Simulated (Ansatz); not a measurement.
Property card for Cr

These are results of Ansatz 0.2.0, DFT PBE, scalar-relativistic, plane waves, PAW, not measurements.

Plane waves to 420 eV, a k mesh through Γ of 21×21×10 on the computed 2-atom cell and Gaussian smearing (0.10 eV); no spin polarisation.

The structure is relaxed at this level of theory with its symmetry kept. This form isn't the element's structure at ambient conditions.

```
CELL_PARAMETERS angstrom
2.48498 0.00000 0.00000
-1.24249 2.15206 0.00000
0.00000 0.00000 4.45577
ATOMIC_POSITIONS crystal
Cr 0.33333 0.66667 0.25000
Cr 0.66667 0.33333 0.75000
```

| Property | Result |
| --- | --- |
| Space group | P6_3/mmc (No. 194) |
| Volume per atom | 11.91 Å³ |
| Formation energy from the elements' standard states (uncorrected) | +0.419 eV/atom |
| Kohn–Sham band gap | none (metal) |
| Density of states at the Fermi level | 3.05 states/eV per cell |
| Löwdin character within 0.5 eV of the Fermi level | Cr 3d 93 % |
| Bulk modulus | 235 GPa |
| Its pressure derivative | 4.1 |
| Bader charges (e) | Cr (2 in the cell) 0.00 |

Spin polarisation was left out, and a magnetic state may lie lower.

A ferromagnetic start lost its moments in a first run, so spin was left out; other magnetic orders weren't tried.

Cost: 9 runs of about 4.1 core-minutes in all, on Arm Neoverse V1 (shared hosts).